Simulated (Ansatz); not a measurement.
Molecular dynamics on a 2×2×2 supercell (16 atoms) of BaS (Fm-3m), relaxed with r2SCAN. Forces come from r2SCAN in the plane-wave code Ansatz: Langevin thermostat and barostat (NPT), 1000 K, steps of 3 fs. Classical nuclei, no spin polarisation; a few dozen steps show the first response, not equilibrium.

```yaml
crystal:
  lattice:
    - [0.0, 6.4238198528, 6.4238198528]
    - [6.4238198528, 0.0, 6.4238198528]
    - [6.4238198528, 6.4238198528, 0.0]
  atoms:
    - { symbol: Ba, position: [0.0, 0.0, 0.0] }
    - { symbol: S, position: [0.25, 0.25, 0.25] }
    - { symbol: Ba, position: [0.0, 0.0, 0.5] }
    - { symbol: S, position: [0.25, 0.25, 0.75] }
    - { symbol: Ba, position: [0.0, 0.5, 0.0] }
    - { symbol: S, position: [0.25, 0.75, 0.25] }
    - { symbol: Ba, position: [0.0, 0.5, 0.5] }
    - { symbol: S, position: [0.25, 0.75, 0.75] }
    - { symbol: Ba, position: [0.5, 0.0, 0.0] }
    - { symbol: S, position: [0.75, 0.25, 0.25] }
    - { symbol: Ba, position: [0.5, 0.0, 0.5] }
    - { symbol: S, position: [0.75, 0.25, 0.75] }
    - { symbol: Ba, position: [0.5, 0.5, 0.0] }
    - { symbol: S, position: [0.75, 0.75, 0.25] }
    - { symbol: Ba, position: [0.5, 0.5, 0.5] }
    - { symbol: S, position: [0.75, 0.75, 0.75] }
kpoints:
  mp_grid: { grid: [2, 2, 2] }
hamiltonian:
  xc: r2scan
scf:
  occupations: { method: fermi_dirac, width: 0.086 }
md:
  ensemble: npt_langevin
  temperature: 1000
  timestep: 3.0
  n_steps: 30
  initial_velocities: maxwell_boltzmann
  seed: 9895
```

Run as `ansatz run input.yaml --threads 4 --pin off --max-ram 3686MiB --backend cpu --events-out ev --progress --plain --runs-dir out`. It took 7 min on 4 threads of Arm Neoverse V2, on a shared host; peak host memory 2.9 GiB.

| step | t (fs) | T (K) | free energy F from step 0 (meV/atom) | kinetic energy (meV/atom) | pressure (GPa) | volume (Å³/atom) | largest force (eV/Å) |
| --- | --- | --- | --- | --- | --- | --- | --- |
| 0 | 0 | 938 | 0.0 | 121.2 | 0.44 | 33.14 | 0.00 |
| 1 | 3 | 997 | 0.8 | 128.9 | 0.47 | 33.14 | 0.15 |
| 2 | 6 | 843 | 2.9 | 109.0 | 0.42 | 33.15 | 0.29 |
| 3 | 9 | 750 | 6.3 | 96.9 | 0.41 | 33.16 | 0.42 |
| 4 | 12 | 707 | 10.9 | 91.4 | 0.43 | 33.17 | 0.55 |
| 5 | 15 | 593 | 16.4 | 76.7 | 0.43 | 33.19 | 0.72 |
| 6 | 18 | 611 | 22.7 | 78.9 | 0.49 | 33.21 | 0.88 |
| 7 | 21 | 610 | 29.7 | 78.8 | 0.55 | 33.22 | 1.06 |
| 8 | 24 | 584 | 37.5 | 75.5 | 0.63 | 33.23 | 1.26 |
| 9 | 27 | 522 | 45.7 | 67.5 | 0.69 | 33.24 | 1.46 |
| 10 | 30 | 546 | 54.8 | 70.6 | 0.80 | 33.24 | 1.68 |
| 11 | 33 | 525 | 64.2 | 67.8 | 0.89 | 33.25 | 1.89 |
| 12 | 36 | 513 | 73.0 | 66.3 | 0.98 | 33.26 | 2.06 |
| 13 | 39 | 436 | 80.4 | 56.4 | 1.02 | 33.28 | 2.17 |
| 14 | 42 | 483 | 86.2 | 62.5 | 1.09 | 33.30 | 2.23 |
| 15 | 45 | 437 | 90.5 | 56.5 | 1.10 | 33.33 | 2.24 |
| 16 | 48 | 373 | 93.6 | 48.2 | 1.07 | 33.37 | 2.21 |
| 17 | 51 | 470 | 95.6 | 60.8 | 1.08 | 33.42 | 2.17 |
| 18 | 54 | 381 | 96.1 | 49.3 | 1.01 | 33.47 | 2.08 |
| 19 | 57 | 384 | 95.0 | 49.6 | 0.96 | 33.51 | 1.95 |
| 20 | 60 | 443 | 93.4 | 57.3 | 0.95 | 33.54 | 1.83 |
| 21 | 63 | 429 | 91.4 | 55.5 | 0.89 | 33.57 | 1.89 |
| 22 | 66 | 474 | 88.0 | 61.3 | 0.83 | 33.61 | 1.93 |
| 23 | 69 | 446 | 84.6 | 57.7 | 0.74 | 33.64 | 1.97 |
| 24 | 72 | 513 | 81.6 | 66.3 | 0.68 | 33.69 | 2.00 |
| 25 | 75 | 634 | 78.5 | 82.0 | 0.61 | 33.75 | 2.03 |
| 26 | 78 | 836 | 75.8 | 108.1 | 0.56 | 33.83 | 2.05 |
| 27 | 81 | 771 | 74.3 | 99.7 | 0.40 | 33.91 | 2.04 |
| 28 | 84 | 747 | 73.2 | 96.6 | 0.27 | 33.99 | 1.96 |
| 29 | 87 | 857 | 72.5 | 110.7 | 0.22 | 34.05 | 1.86 |
| 30 | 90 | 1040 | 72.7 | 134.4 | 0.22 | 34.12 | 1.77 |

The temperature starts at 938 K, is lowest at step 16 (373 K, 48 fs) and ends at 1040 K. The atoms start on their lattice sites with kinetic energy alone, so much of it first passes into potential energy.

Positions (Å) and forces (eV/Å) at step 30:
```
cell (Å): 0.000 6.487 6.487; 6.487 0.000 6.487; 6.487 6.487 0.000
Ba   0.015   0.206   0.071    -0.204  -1.722  -0.045
S    3.172   3.066   3.422     0.204   0.050  -0.550
Ba   3.243   3.185  -0.226    -0.192   0.117   0.460
S    6.358   6.435   3.409     0.630  -0.080  -0.218
Ba   3.304  -0.045   3.292    -0.060  -0.130   0.108
S    6.444   2.968   6.338     0.122   1.746   0.242
Ba   6.468   3.143   3.173    -0.072   0.005   0.118
S    9.874   6.306   6.438    -0.463   0.084   0.027
Ba   0.061   3.100   3.465    -0.110   0.379  -0.601
S    3.107   6.293   6.443     0.555   0.836   0.302
Ba   3.318   6.314   3.278    -0.373   0.079  -0.480
S    6.434   9.705   6.509    -0.074  -0.277   0.070
Ba   3.238   3.355   6.522    -0.028  -1.030  -0.011
S    6.749   6.332   9.735    -0.883   0.131  -0.112
Ba   6.350   6.478   6.505     0.573  -0.312   0.265
S    9.606   9.618   9.602     0.376   0.124   0.424
```
